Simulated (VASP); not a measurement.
**Cs2AgBiBr6: band structure with HSE06**

The system is Cs2AgBiBr6.

```
CELL_PARAMETERS angstrom
0.00000 5.59361 5.59361
5.59361 0.00000 5.59361
5.59361 5.59361 0.00000
ATOMIC_POSITIONS crystal
Cs 0.25000 0.25000 0.25000
Cs 0.75000 0.75000 0.75000
Ag 0.50000 0.50000 0.50000
Bi 0.00000 0.00000 0.00000
Br 0.25399 0.74601 0.25399
Br 0.25399 0.74601 0.74601
Br 0.74601 0.25399 0.74601
Br 0.74601 0.25399 0.25399
Br 0.25399 0.25399 0.74601
Br 0.74601 0.74601 0.25399
```

```json
{
  "Program": "VASP 6.6.1",
  "Task": "band structure",
  "Functional": "HSE06",
  "Potentials or basis": "VASP PAW PBE potentials, release 64 (Cs_sv, Ag, Bi_d, Br)",
  "Cutoff": "520 eV",
  "k mesh": "2 × 2 × 2",
  "Occupations": "gaussian, width 0.03 eV",
  "Spin": "no spin polarisation",
  "Grid for exact exchange (PRECFOCK)": "Fast",
  "Screening parameter": "0.2 1/A",
  "Further INCAR settings": "ALGO = Normal; EDIFF = 1e-06; NBANDS = 54"
}
```

The pressure is 1.6 GPa and the largest force is 0.310 eV/Å. The band gap on the k mesh is 2.05 eV, indirect (least direct gap 3.49 eV) and the band gap along the path is 2.05 eV, indirect (least direct gap 3.33 eV).

Forces in eV/Å, atoms in the order of the input:
```
Cs   0.000  0.000  0.000
Cs   0.000  0.000  0.000
Ag   0.000  0.000  0.000
Bi   0.000  0.000  0.000
Br   0.000 -0.310  0.000
Br   0.310  0.000  0.000
Br   0.000  0.310  0.000
Br  -0.310  0.000  0.000
Br   0.000  0.000 -0.310
Br   0.000  0.000  0.310
```

Levels at points of the mesh, in eV from the valence-band top:
```csv
k point,band 39,band 40,band 41,band 42,band 43,band 44,band 45,band 46,band 47,band 48
"(0.00, 0.00, 0.00)",-1.49,-1.49,-1.49,-0.81,-0.81,2.97,2.97,2.97,4.57,5.39
"(0.50, 0.00, 0.00)",-1.81,-1.81,-1.51,-1.50,-1.50,2.05,4.43,4.43,5.93,6.04
"(0.50, 0.50, 0.00)",-1.96,-1.96,-1.51,-0.82,0.00,3.49,3.49,3.88,5.86,6.24
```

Run time: 15 min on 2 MPI ranks on Intel(R) Xeon(R) Platinum 8488C (Sapphire Rapids) (shared host), peak memory 0.54 GiB a rank.

Caveat: the k mesh is coarse (spacing up to 0.49 Å⁻¹), so the values aren't converged, least of all with exact exchange; the PAW data sets were made with another functional, which shifts forces and pressure a little; spin-orbit coupling is left out, which as a rule narrows the gap of such compounds by several tenths of an eV.
